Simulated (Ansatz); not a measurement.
## CdSe under changes of volume

One of the cells (28.942 Å³/atom); the others are scaled copies at fixed shape and fractional positions:

```
CELL_PARAMETERS angstrom
0.00000 3.07027 3.07027
3.07027 0.00000 3.07027
3.07027 3.07027 0.00000
ATOMIC_POSITIONS crystal
Cd 0.00000 0.00000 0.00000
Se 0.25000 0.25000 0.25000
```

Measurements of this composition are mostly on another form, of space group No. 186.

| Item | Value |
| --- | --- |
| Program | Ansatz 0.2.0 |
| Functional | PBE |
| Potentials or basis | Ansatz PAW earlier set |
| Cutoff | 580 eV (not typed: the program's choice for these potentials) |
| k mesh | 8 × 8 × 8 |
| Occupations | fermi-dirac, width 0.05 eV |
| Spin | no spin polarisation |

| volume (Å³/atom) | energy over the lowest point (meV/atom) | pressure (GPa) | gap on the mesh (eV) |
| --- | --- | --- | --- |
| 27.206 | 35.64 | 4.9 | 0.68 |
| 27.784 | 20.32 | 3.6 | 0.63 |
| 28.363 | 9.58 | 2.4 | 0.59 |
| 28.942 | 2.95 | 1.3 | 0.55 |
| 29.521 | 0.00 | 0.3 | 0.51 |
| 30.100 | ? | ? | ? |
| 30.679 | 3.63 | -1.3 | 0.43 |

**Question.** What does the run at 30.100 Å³/atom give?

**Answer.** Energy over the lowest point 0.34 meV/atom; pressure -0.5 GPa; gap on the mesh 0.47 eV.

Worked out: A Birch-Murnaghan fit of order 3 (a polynomial in V^(-2/3)) to the other rows has its minimum at 29.74 Å³/atom with B0 = V·E''(V) = 45 GPa and B' = 4.7. It gives 0.34 meV/atom at 30.100 Å³/atom, against the run's 0.34, and -dE/dV = -0.5 GPa, against -0.5. A straight line through the other rows of the gap, of slope -2.06 eV per unit of ln V (its deformation potential), gives 0.47 eV, against the run's 0.47.

Energies are extrapolated to zero smearing.

Spin-orbit coupling on Cd, Se is left out.
